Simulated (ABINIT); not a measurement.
Set up this calculation in ABINIT 10.8.3 (patched build), as the native input.

- Task: projected density of states
- Functional: LDA
- Potentials or basis: JTH PAW PBE v2.0
- Cutoff: 707 eV
- k mesh: 6 × 6 × 6
- Occupations: fermi-dirac, width 0.05 eV
- Spin: collinear spin, ferromagnetic start
- Starting moments: [2.0, 0.0] μB
- Hubbard terms: Co d U = 4 eV
- Double counting (usepawu): 1
- k mesh for the DOS: 8 × 8 × 8
- Fine-grid cutoff: 1306.15 eV

CoO:

```
Co O
1.0
     1.60222    0.92504    2.56647
    -1.60222    0.92504    2.56647
     0.00000   -1.85008    2.56647
Co O
1 1
Direct
  0.99898 0.99898 0.99898
  0.75102 0.75102 0.75102
```

Measurements of this composition are mostly on another form, of space group No. 225.

The input as run:

run.abi

```
ndtset 2

pp_dirpath "./"
pseudos "Co.GGA_PBE-JTH.xml, O.GGA_PBE-JTH.xml"

acell 3.16379267 3.16379267 3.16379267 Angstrom
rprim
     0.5064237796     0.2923839055     0.8112007195
    -0.5064237796     0.2923839055     0.8112007195
     0.0000000000    -0.5847678109     0.8112007195
ntypat 2
znucl 27 8
natom 2
typat 1 2
xred
     0.9989783200     0.9989783200     0.9989783200
     0.7510210300     0.7510210300     0.7510210300

ecut 26.0
pawecutdg 48.0

ixc 7

occopt 3
tsmear 0.05 eV

nsppol 2
spinat
     0.0000000000     0.0000000000     2.0000000000
     0.0000000000     0.0000000000     0.0000000000

usepawu 1
lpawu 2 -1
upawu 4.0 0.0 eV
jpawu 0.0 0.0 eV

nstep 100

iomode 3
prtwf 0
prteig 0
prtebands 0
enunit 2
prtden1 1

kptopt1 1
ngkpt1 6 6 6
nshiftk1 1
shiftk1 0.0 0.0 0.0
nband1 16
tolvrs1 1.0e-9

iscf2 -3
getden2 1
nband2 20
nbdbuf2 4
tolwfr2 1.0e-10
kptopt2 1
ngkpt2 8 8 8
nshiftk2 1
shiftk2 0.0 0.0 0.0
prtdos2 3
dosdeltae2 0.02 eV
natsph 2
iatsph 1 2
```

Potentials or basis: JTH PAW PBE v2.0.

The run is started by

```bash
$ abinit run.abi > log 2>&1
```

It gave:

The pressure is 0.5 GPa, the largest force is 0.389 eV/Å and the band gap on the k mesh is 0.34 eV, direct. The net moment is 3.00 μB per cell, the site moments are Co +2.63; O +0.21 μB and the valence electrons inside the program's atomic spheres are Co 15.40; O 4.56.

Caveat: the PAW data sets were made with another functional, which shifts forces and pressure a little; a cell with one magnetic atom can't hold antiferromagnetic order, which such compounds often take.

Run time: 3.6 min on 1 thread of Arm Neoverse V1, on a shared host, peak memory 0.14 GiB.
